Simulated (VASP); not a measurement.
# SnSe (Fm-3m) in VASP: settings compared, part 5 of 8

VASP 6.6.1. The steps go on from the part before.

**64. Equation of state, r2SCAN, 26.45 Å³/atom**

Input file INCAR:

```
SYSTEM = SnSe
PREC = Accurate ; ENCUT = 400
EDIFF = 1E-5 ; ISMEAR = 0
SIGMA = 0.05 ; LREAL = .False.
LASPH = .True. ; NELM = 100
ALGO = Normal ; ISIF = 2
LWAVE = .False. ; LCHARG = .False.
METAGGA = R2SCAN ; LMIXTAU = .True.
ADDGRID = .False.
```

Input file KPOINTS:

```
regular mesh
0
Gamma
  6 6 6
  0 0 0
```

Input file POSCAR:

```
SnSe
1.0
    0.0000000000      2.9795938807      2.9795938807
    2.9795938807      0.0000000000      2.9795938807
    2.9795938807      2.9795938807      0.0000000000
Sn Se
1 1
Direct
    0.0000000000      0.0000000000      0.0000000000
    0.5000000000      0.5000000000      0.5000000000
```

On the command line:

```sh
> cat potpaw_PBE.64/Sn_d/POTCAR potpaw_PBE.64/Se/POTCAR > POTCAR
> mpirun -np 1 vasp_std > vasp.out
```

Wall time 33 s (1 thread of Intel Xeon Platinum 8488C (Sapphire Rapids), shared host); peak memory 0.15 GiB.

The run converged, but some of its settings lie outside the range that counts as converged, so its numbers aren't taken as properties of the crystal.

What came out:

| Property | Result |
| --- | --- |
| Free energy | -39.8841 eV |
| Pressure | 1.2 GPa |
| Band gap on the k mesh | 0.60 eV, direct |

Caveat: the PAW data sets were made with another functional, which shifts forces and pressure a little; spin-orbit coupling is left out, which moves the levels of the heavy elements.

**65. Equation of state, r2SCAN, 28.09 Å³/atom**

INCAR is that of step 64.

KPOINTS is that of step 64.

Input file POSCAR:

```
SnSe
1.0
    0.0000000000      3.0398039185      3.0398039185
    3.0398039185      0.0000000000      3.0398039185
    3.0398039185      3.0398039185      0.0000000000
Sn Se
1 1
Direct
    0.0000000000      0.0000000000      0.0000000000
    0.5000000000      0.5000000000      0.5000000000
```

On the command line:

```sh
> cat potpaw_PBE.64/Sn_d/POTCAR potpaw_PBE.64/Se/POTCAR > POTCAR
> mpirun -np 1 vasp_std > vasp.out
```

Run time: 32 s. Hardware: 1 thread of Intel Xeon Platinum 8488C (Sapphire Rapids), shared host; peak memory 0.16 GiB.

The run converged, but some of its settings lie outside the range that counts as converged, so its numbers aren't taken as properties of the crystal.

What came out:

* Free energy: -39.8769 eV
* Pressure: -1.9 GPa
* Band gap on the k mesh: 0.32 eV, direct

Caveat: the PAW data sets were made with another functional, which shifts forces and pressure a little; spin-orbit coupling is left out, which moves the levels of the heavy elements.

**66. Equation of state, r2SCAN, 26.45 Å³/atom**

Edit INCAR of step 65 so:

```diff
@@ -2,3 +2,3 @@
 PREC = Accurate ; ENCUT = 400
-EDIFF = 1E-5 ; ISMEAR = 0
+EDIFF = 1E-6 ; ISMEAR = 0
 SIGMA = 0.05 ; LREAL = .False.
```

KPOINTS is that of step 65.

Input file POSCAR:

```
SnSe
1.0
    0.0000000000      2.9795938807      2.9795938807
    2.9795938807      0.0000000000      2.9795938807
    2.9795938807      2.9795938807      0.0000000000
Sn Se
1 1
Direct
    0.0000000000      0.0000000000      0.0000000000
    0.5000000000      0.5000000000      0.5000000000
```

Potentials or basis: VASP PAW PBE potentials, release 64 (Sn_d, Se).

On the command line:

```sh
> cat potpaw_PBE.64/Sn_d/POTCAR potpaw_PBE.64/Se/POTCAR > POTCAR
> mpirun -np 1 vasp_std > vasp.out
```

It took 36 s on 1 thread of Intel Xeon Platinum 8488C (Sapphire Rapids), shared host; peak memory 0.16 GiB.

These settings aren't checked as converged: the numbers below hold their error.

Results:

| Property | Result |
| --- | --- |
| Free energy | -39.8841 eV |
| Pressure | 1.2 GPa |
| Band gap on the k mesh | 0.60 eV, direct |

Caveat: the PAW data sets were made with another functional, which shifts forces and pressure a little; spin-orbit coupling is left out, which moves the levels of the heavy elements.

**67. Equation of state, r2SCAN, 28.09 Å³/atom**

INCAR is that of step 66.

KPOINTS is that of step 66.

Input file POSCAR:

```
SnSe
1.0
    0.0000000000      3.0398039185      3.0398039185
    3.0398039185      0.0000000000      3.0398039185
    3.0398039185      3.0398039185      0.0000000000
Sn Se
1 1
Direct
    0.0000000000      0.0000000000      0.0000000000
    0.5000000000      0.5000000000      0.5000000000
```

On the command line:

```sh
> cat potpaw_PBE.64/Sn_d/POTCAR potpaw_PBE.64/Se/POTCAR > POTCAR
> mpirun -np 1 vasp_std > vasp.out
```

Run time: 36 s. Hardware: 1 thread of Intel Xeon Platinum 8488C (Sapphire Rapids), shared host; peak memory 0.16 GiB.

The run converged, but some of its settings lie outside the range that counts as converged, so its numbers aren't taken as properties of the crystal.

Results:

```yaml
Free_energy: -39.8769 eV
Pressure: -1.9 GPa
Band_gap_on_the_k_mesh: 0.32 eV, direct
```

Caveat: the PAW data sets were made with another functional, which shifts forces and pressure a little; spin-orbit coupling is left out, which moves the levels of the heavy elements.

**68. Equation of state, r2SCAN, 26.45 Å³/atom**

Input file INCAR:

```
SYSTEM = SnSe
PREC = Accurate ; ENCUT = 400
EDIFF = 1E-7 ; ISMEAR = 0
SIGMA = 0.05 ; LREAL = .False.
LASPH = .True. ; NELM = 100
ALGO = Normal ; ISIF = 2
LWAVE = .False. ; LCHARG = .False.
METAGGA = R2SCAN ; LMIXTAU = .True.
ADDGRID = .True.
```

KPOINTS is that of step 67.

Input file POSCAR:

```
SnSe
1.0
    0.0000000000      2.9795938807      2.9795938807
    2.9795938807      0.0000000000      2.9795938807
    2.9795938807      2.9795938807      0.0000000000
Sn Se
1 1
Direct
    0.0000000000      0.0000000000      0.0000000000
    0.5000000000      0.5000000000      0.5000000000
```

On the command line:

```sh
> cat potpaw_PBE.64/Sn_d/POTCAR potpaw_PBE.64/Se/POTCAR > POTCAR
> mpirun -np 1 vasp_std > vasp.out
```

Wall time 46 s (1 thread of Intel Xeon Platinum 8488C (Sapphire Rapids), shared host); peak memory 0.22 GiB.

The run converged, but some of its settings lie outside the range that counts as converged, so its numbers aren't taken as properties of the crystal.

Results:

| Quantity | Value |
| --- | --- |
| Free energy | -39.8841 eV |
| Pressure | 1.2 GPa |
| Band gap on the k mesh | 0.60 eV, direct |

Caveat: the PAW data sets were made with another functional, which shifts forces and pressure a little; spin-orbit coupling is left out, which moves the levels of the heavy elements.

**69. Equation of state, r2SCAN, 28.09 Å³/atom**

INCAR is that of step 68.

KPOINTS is that of step 68.

Input file POSCAR:

```
SnSe
1.0
    0.0000000000      3.0398039185      3.0398039185
    3.0398039185      0.0000000000      3.0398039185
    3.0398039185      3.0398039185      0.0000000000
Sn Se
1 1
Direct
    0.0000000000      0.0000000000      0.0000000000
    0.5000000000      0.5000000000      0.5000000000
```

Potentials or basis: VASP PAW PBE potentials, release 64 (Sn_d, Se).

On the command line:

```sh
> cat potpaw_PBE.64/Sn_d/POTCAR potpaw_PBE.64/Se/POTCAR > POTCAR
> mpirun -np 1 vasp_std > vasp.out
```

Wall time 42 s (1 thread of Intel Xeon Platinum 8488C (Sapphire Rapids), shared host); peak memory 0.22 GiB.

These settings aren't checked as converged: the numbers below hold their error.

What came out:

```yaml
Free_energy: -39.8769 eV
Pressure: -1.9 GPa
Band_gap_on_the_k_mesh: 0.32 eV, direct
```

Caveat: the PAW data sets were made with another functional, which shifts forces and pressure a little; spin-orbit coupling is left out, which moves the levels of the heavy elements.

**70. Equation of state, r2SCAN, 26.45 Å³/atom**

Input file INCAR:

```
SYSTEM = SnSe
PREC = Accurate ; ENCUT = 400
EDIFF = 1E-7 ; ISMEAR = 0
SIGMA = 0.05 ; LREAL = .False.
LASPH = .False. ; NELM = 100
ALGO = Normal ; ISIF = 2
LWAVE = .False. ; LCHARG = .False.
METAGGA = R2SCAN ; LMIXTAU = .True.
ADDGRID = .False.
```

KPOINTS is that of step 69.

Input file POSCAR:

```
SnSe
1.0
    0.0000000000      2.9795938807      2.9795938807
    2.9795938807      0.0000000000      2.9795938807
    2.9795938807      2.9795938807      0.0000000000
Sn Se
1 1
Direct
    0.0000000000      0.0000000000      0.0000000000
    0.5000000000      0.5000000000      0.5000000000
```

On the command line:

```sh
> cat potpaw_PBE.64/Sn_d/POTCAR potpaw_PBE.64/Se/POTCAR > POTCAR
> mpirun -np 1 vasp_std > vasp.out
```

Wall time 32 s (1 thread of Intel Xeon Platinum 8488C (Sapphire Rapids), shared host); peak memory 0.16 GiB.

These settings aren't checked as converged: the numbers below hold their error.

Results:

```yaml
Free_energy: -39.8840 eV
Pressure: 1.2 GPa
Band_gap_on_the_k_mesh: 0.60 eV, direct
```

Caveat: the PAW data sets were made with another functional, which shifts forces and pressure a little; spin-orbit coupling is left out, which moves the levels of the heavy elements.

**71. Equation of state, r2SCAN, 28.09 Å³/atom**

INCAR is that of step 70.

KPOINTS is that of step 70.

Input file POSCAR:

```
SnSe
1.0
    0.0000000000      3.0398039185      3.0398039185
    3.0398039185      0.0000000000      3.0398039185
    3.0398039185      3.0398039185      0.0000000000
Sn Se
1 1
Direct
    0.0000000000      0.0000000000      0.0000000000
    0.5000000000      0.5000000000      0.5000000000
```

On the command line:

```sh
> cat potpaw_PBE.64/Sn_d/POTCAR potpaw_PBE.64/Se/POTCAR > POTCAR
> mpirun -np 1 vasp_std > vasp.out
```

Run time: 34 s. Hardware: 1 thread of Intel Xeon Platinum 8488C (Sapphire Rapids), shared host; peak memory 0.16 GiB.

The run converged, but some of its settings lie outside the range that counts as converged, so its numbers aren't taken as properties of the crystal.

What came out:

| Item | Value |
| --- | --- |
| Free energy | -39.8768 eV |
| Pressure | -1.9 GPa |
| Band gap on the k mesh | 0.32 eV, direct |

Caveat: the PAW data sets were made with another functional, which shifts forces and pressure a little; spin-orbit coupling is left out, which moves the levels of the heavy elements.

**72. Equation of state, r2SCAN, 26.45 Å³/atom**

Input file INCAR:

```
SYSTEM = SnSe
PREC = Normal ; ENCUT = 400
EDIFF = 1E-4 ; ISMEAR = 0
SIGMA = 0.05 ; LREAL = Auto
LASPH = .True. ; NELM = 100
ALGO = Normal ; ISIF = 2
LWAVE = .False. ; LCHARG = .False.
METAGGA = R2SCAN ; LMIXTAU = .True.
ADDGRID = .False.
```

KPOINTS is that of step 71.

Input file POSCAR:

```
SnSe
1.0
    0.0000000000      2.9795938807      2.9795938807
    2.9795938807      0.0000000000      2.9795938807
    2.9795938807      2.9795938807      0.0000000000
Sn Se
1 1
Direct
    0.0000000000      0.0000000000      0.0000000000
    0.5000000000      0.5000000000      0.5000000000
```

Potentials or basis: VASP PAW PBE potentials, release 64 (Sn_d, Se).

On the command line:

```sh
> cat potpaw_PBE.64/Sn_d/POTCAR potpaw_PBE.64/Se/POTCAR > POTCAR
> mpirun -np 1 vasp_std > vasp.out
```

Wall time 25 s (1 thread of Intel Xeon Platinum 8488C (Sapphire Rapids), shared host); peak memory 0.14 GiB.

These settings aren't checked as converged: the numbers below hold their error.

Results:

```
Free energy            : -39.8850 eV
Pressure               : 1.3 GPa
Band gap on the k mesh : 0.60 eV, direct
```

Caveat: the PAW data sets were made with another functional, which shifts forces and pressure a little; spin-orbit coupling is left out, which moves the levels of the heavy elements.

**73. Equation of state, r2SCAN, 28.09 Å³/atom**

INCAR is that of step 72.

KPOINTS is that of step 72.

Input file POSCAR:

```
SnSe
1.0
    0.0000000000      3.0398039185      3.0398039185
    3.0398039185      0.0000000000      3.0398039185
    3.0398039185      3.0398039185      0.0000000000
Sn Se
1 1
Direct
    0.0000000000      0.0000000000      0.0000000000
    0.5000000000      0.5000000000      0.5000000000
```

On the command line:

```sh
> cat potpaw_PBE.64/Sn_d/POTCAR potpaw_PBE.64/Se/POTCAR > POTCAR
> mpirun -np 1 vasp_std > vasp.out
```

Run time: 21 s. Hardware: 1 thread of Intel Xeon Platinum 8488C (Sapphire Rapids), shared host; peak memory 0.14 GiB.

The run converged, but some of its settings lie outside the range that counts as converged, so its numbers aren't taken as properties of the crystal.

What came out:

* Free energy: -39.8777 eV
* Pressure: -2.0 GPa
* Band gap on the k mesh: 0.32 eV, direct

Caveat: the PAW data sets were made with another functional, which shifts forces and pressure a little; spin-orbit coupling is left out, which moves the levels of the heavy elements.

**74. Equation of state, r2SCAN, 26.45 Å³/atom**

Input file INCAR:

```
SYSTEM = SnSe
PREC = Accurate ; ENCUT = 300
EDIFF = 1E-7 ; ISMEAR = 0
SIGMA = 0.05 ; LREAL = .False.
LASPH = .True. ; NELM = 100
ALGO = Normal ; ISIF = 2
LWAVE = .False. ; LCHARG = .False.
METAGGA = R2SCAN ; LMIXTAU = .True.
ADDGRID = .False.
```

Input file KPOINTS:

```
regular mesh
0
Gamma
  7 7 7
  0 0 0
```

Input file POSCAR:

```
SnSe
1.0
    0.0000000000      2.9795938807      2.9795938807
    2.9795938807      0.0000000000      2.9795938807
    2.9795938807      2.9795938807      0.0000000000
Sn Se
1 1
Direct
    0.0000000000      0.0000000000      0.0000000000
    0.5000000000      0.5000000000      0.5000000000
```

On the command line:

```sh
> cat potpaw_PBE.64/Sn_d/POTCAR potpaw_PBE.64/Se/POTCAR > POTCAR
> mpirun -np 1 vasp_std > vasp.out
```

Wall time 41 s (1 thread of Intel Xeon Platinum 8488C (Sapphire Rapids), shared host); peak memory 0.14 GiB.

These settings aren't checked as converged: the numbers below hold their error.

Results:

| Property | Result |
| --- | --- |
| Free energy | -39.8644 eV |
| Pressure | 1.4 GPa |

Caveat: this odd mesh misses L, where the gap lies, so gap, dielectric constants and Born charges aren't listed; the PAW data sets were made with another functional, which shifts forces and pressure a little.

**75. Equation of state, r2SCAN, 28.09 Å³/atom**

INCAR is that of step 74.

KPOINTS is that of step 74.

Input file POSCAR:

```
SnSe
1.0
    0.0000000000      3.0398039185      3.0398039185
    3.0398039185      0.0000000000      3.0398039185
    3.0398039185      3.0398039185      0.0000000000
Sn Se
1 1
Direct
    0.0000000000      0.0000000000      0.0000000000
    0.5000000000      0.5000000000      0.5000000000
```

Potentials or basis: VASP PAW PBE potentials, release 64 (Sn_d, Se).

On the command line:

```sh
> cat potpaw_PBE.64/Sn_d/POTCAR potpaw_PBE.64/Se/POTCAR > POTCAR
> mpirun -np 1 vasp_std > vasp.out
```

Wall time 30 s (1 thread of Intel Xeon Platinum 8488C (Sapphire Rapids), shared host); peak memory 0.14 GiB.

These settings aren't checked as converged: the numbers below hold their error.

What came out:

```
Free energy : -39.8643 eV
Pressure    : -1.8 GPa
```

Caveat: this odd mesh misses L, where the gap lies, so gap, dielectric constants and Born charges aren't listed; the PAW data sets were made with another functional, which shifts forces and pressure a little.

**76. Equation of state, r2SCAN, 26.45 Å³/atom**

Edit INCAR of step 75 so:

```diff
@@ -1,3 +1,3 @@
 SYSTEM = SnSe
-PREC = Accurate ; ENCUT = 300
+PREC = Accurate ; ENCUT = 600
 EDIFF = 1E-7 ; ISMEAR = 0
```

Input file KPOINTS:

```
regular mesh
0
Gamma
  5 5 5
  0 0 0
```

Input file POSCAR:

```
SnSe
1.0
    0.0000000000      2.9795938807      2.9795938807
    2.9795938807      0.0000000000      2.9795938807
    2.9795938807      2.9795938807      0.0000000000
Sn Se
1 1
Direct
    0.0000000000      0.0000000000      0.0000000000
    0.5000000000      0.5000000000      0.5000000000
```

On the command line:

```sh
> cat potpaw_PBE.64/Sn_d/POTCAR potpaw_PBE.64/Se/POTCAR > POTCAR
> mpirun -np 1 vasp_std > vasp.out
```

Wall time 38 s (1 thread of Intel Xeon Platinum 8488C (Sapphire Rapids), shared host); peak memory 0.21 GiB.

These settings aren't checked as converged: the numbers below hold their error.

What came out:

```yaml
Free_energy: -39.8939 eV
Pressure: 1.5 GPa
```

Caveat: this odd mesh misses L, where the gap lies, so gap, dielectric constants and Born charges aren't listed; the PAW data sets were made with another functional, which shifts forces and pressure a little.

**77. Equation of state, r2SCAN, 28.09 Å³/atom**

INCAR is that of step 76.

KPOINTS is that of step 76.

Input file POSCAR:

```
SnSe
1.0
    0.0000000000      3.0398039185      3.0398039185
    3.0398039185      0.0000000000      3.0398039185
    3.0398039185      3.0398039185      0.0000000000
Sn Se
1 1
Direct
    0.0000000000      0.0000000000      0.0000000000
    0.5000000000      0.5000000000      0.5000000000
```

On the command line:

```sh
> cat potpaw_PBE.64/Sn_d/POTCAR potpaw_PBE.64/Se/POTCAR > POTCAR
> mpirun -np 1 vasp_std > vasp.out
```

It took 38 s on 1 thread of Intel Xeon Platinum 8488C (Sapphire Rapids), shared host; peak memory 0.22 GiB.

These settings aren't checked as converged: the numbers below hold their error.

What came out:

- Free energy: -39.8911 eV
- Pressure: -1.7 GPa

Caveat: this odd mesh misses L, where the gap lies, so gap, dielectric constants and Born charges aren't listed; the PAW data sets were made with another functional, which shifts forces and pressure a little.

**78. Equation of state, r2SCAN, 26.45 Å³/atom**

Edit INCAR of step 77 so:

```diff
@@ -1,3 +1,3 @@
 SYSTEM = SnSe
-PREC = Accurate ; ENCUT = 600
+PREC = Accurate ; ENCUT = 350
 EDIFF = 1E-7 ; ISMEAR = 0
```

Input file KPOINTS:

```
regular mesh
0
Gamma
  7 7 7
  0 0 0
```

Input file POSCAR:

```
SnSe
1.0
    0.0000000000      2.9795938807      2.9795938807
    2.9795938807      0.0000000000      2.9795938807
    2.9795938807      2.9795938807      0.0000000000
Sn Se
1 1
Direct
    0.0000000000      0.0000000000      0.0000000000
    0.5000000000      0.5000000000      0.5000000000
```

Potentials or basis: VASP PAW PBE potentials, release 64 (Sn_d, Se).

On the command line:

```sh
> cat potpaw_PBE.64/Sn_d/POTCAR potpaw_PBE.64/Se/POTCAR > POTCAR
> mpirun -np 1 vasp_std > vasp.out
```

Wall time 48 s (1 thread of Intel Xeon Platinum 8488C (Sapphire Rapids), shared host); peak memory 0.16 GiB.

The run converged, but some of its settings lie outside the range that counts as converged, so its numbers aren't taken as properties of the crystal.

What came out:

- Free energy: -39.8655 eV
- Pressure: 1.4 GPa

Caveat: this odd mesh misses L, where the gap lies, so gap, dielectric constants and Born charges aren't listed; the PAW data sets were made with another functional, which shifts forces and pressure a little.

**79. Equation of state, r2SCAN, 28.09 Å³/atom**

INCAR is that of step 78.

KPOINTS is that of step 78.

Input file POSCAR:

```
SnSe
1.0
    0.0000000000      3.0398039185      3.0398039185
    3.0398039185      0.0000000000      3.0398039185
    3.0398039185      3.0398039185      0.0000000000
Sn Se
1 1
Direct
    0.0000000000      0.0000000000      0.0000000000
    0.5000000000      0.5000000000      0.5000000000
```

On the command line:

```sh
> cat potpaw_PBE.64/Sn_d/POTCAR potpaw_PBE.64/Se/POTCAR > POTCAR
> mpirun -np 1 vasp_std > vasp.out
```

Wall time 49 s (1 thread of Intel Xeon Platinum 8488C (Sapphire Rapids), shared host); peak memory 0.15 GiB.

These settings aren't checked as converged: the numbers below hold their error.

What came out:

```yaml
Free_energy: -39.8657 eV
Pressure: -1.8 GPa
```

Caveat: this odd mesh misses L, where the gap lies, so gap, dielectric constants and Born charges aren't listed; the PAW data sets were made with another functional, which shifts forces and pressure a little.

**80. Equation of state, r2SCAN, 26.45 Å³/atom**

Edit INCAR of step 79 so:

```diff
@@ -1,3 +1,3 @@
 SYSTEM = SnSe
-PREC = Accurate ; ENCUT = 350
+PREC = Accurate ; ENCUT = 500
 EDIFF = 1E-7 ; ISMEAR = 0
```

Input file KPOINTS:

```
regular mesh
0
Gamma
  6 6 6
  0 0 0
```

Input file POSCAR:

```
SnSe
1.0
    0.0000000000      2.9795938807      2.9795938807
    2.9795938807      0.0000000000      2.9795938807
    2.9795938807      2.9795938807      0.0000000000
Sn Se
1 1
Direct
    0.0000000000      0.0000000000      0.0000000000
    0.5000000000      0.5000000000      0.5000000000
```

On the command line:

```sh
> cat potpaw_PBE.64/Sn_d/POTCAR potpaw_PBE.64/Se/POTCAR > POTCAR
> mpirun -np 1 vasp_std > vasp.out
```

Run time: 39 s. Hardware: 1 thread of Intel Xeon Platinum 8488C (Sapphire Rapids), shared host; peak memory 0.18 GiB.

The run converged, but some of its settings lie outside the range that counts as converged, so its numbers aren't taken as properties of the crystal.

Results:

```
Free energy            : -39.8862 eV
Pressure               : 1.3 GPa
Band gap on the k mesh : 0.60 eV, direct
```

Caveat: the PAW data sets were made with another functional, which shifts forces and pressure a little; spin-orbit coupling is left out, which moves the levels of the heavy elements.

**81. Equation of state, r2SCAN, 28.09 Å³/atom**

INCAR is that of step 80.

KPOINTS is that of step 80.

Input file POSCAR:

```
SnSe
1.0
    0.0000000000      3.0398039185      3.0398039185
    3.0398039185      0.0000000000      3.0398039185
    3.0398039185      3.0398039185      0.0000000000
Sn Se
1 1
Direct
    0.0000000000      0.0000000000      0.0000000000
    0.5000000000      0.5000000000      0.5000000000
```

Potentials or basis: VASP PAW PBE potentials, release 64 (Sn_d, Se).

On the command line:

```sh
> cat potpaw_PBE.64/Sn_d/POTCAR potpaw_PBE.64/Se/POTCAR > POTCAR
> mpirun -np 1 vasp_std > vasp.out
```

Run time: 39 s. Hardware: 1 thread of Intel Xeon Platinum 8488C (Sapphire Rapids), shared host; peak memory 0.18 GiB.

The run converged, but some of its settings lie outside the range that counts as converged, so its numbers aren't taken as properties of the crystal.

Results:

```
Free energy            : -39.8790 eV
Pressure               : -1.9 GPa
Band gap on the k mesh : 0.32 eV, direct
```

Caveat: the PAW data sets were made with another functional, which shifts forces and pressure a little; spin-orbit coupling is left out, which moves the levels of the heavy elements.

[end of part 5 of 8]
